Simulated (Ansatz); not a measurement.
LuH2:

```
Lu H
1.0
     0.00000    2.51650    2.51650
     2.51650    0.00000    2.51650
     2.51650    2.51650    0.00000
Lu H
1 2
Direct
  0.00000 0.00000 0.00000
  0.75000 0.75000 0.75000
  0.25000 0.25000 0.25000
```

```yaml
Program: Ansatz 0.2.0
Task: relaxation of cell and atoms
Functional: LDA
Potentials_or_basis: Ansatz PAW
Cutoff: "420 eV (not typed: the program's choice for these potentials)"
k_mesh: 9 × 9 × 9
Occupations: fermi-dirac, width 0.05 eV
Spin: no spin polarisation
```

At the start: volume 10.62 Å³/atom.

Question: Where does the relaxation end?

Answer: It ends after 5 steps and the volume is 9.87 Å³/atom (-7.1 %); space group Fm-3m (No. 225, to 0.05 Å).

Step by step:
```tsv
step	energy change (eV)	largest force (eV/Å)	volume (Å³)
1	0.0000	0.0000	31.87
2	-0.0519	0.0000	29.83
3	-0.0527	0.0000	29.58
4	-0.0527	0.0000	29.60
5	-0.0508	0.0000	29.60
```

Final structure:
```cif
data_structure
_symmetry_space_group_name_H-M 'P 1'
_symmetry_Int_Tables_number 1
_cell_length_a 3.4724
_cell_length_b 3.4724
_cell_length_c 3.4724
_cell_angle_alpha 60.000
_cell_angle_beta 60.000
_cell_angle_gamma 60.000
_cell_volume 29.60
loop_
_atom_site_label
_atom_site_type_symbol
_atom_site_fract_x
_atom_site_fract_y
_atom_site_fract_z
_atom_site_occupancy
Lu1 Lu 0.00000 0.00000 0.00000 1
H1 H 0.75000 0.75000 0.75000 1
H2 H 0.25000 0.25000 0.25000 1
```

Caveat: the plane-wave basis is chosen anew once the cell has moved, so the energies of steps on either side of that aren't comparable; the PAW data sets come from PBE, with cores solved anew for the run's functional, which leaves a small shift of forces and pressure.
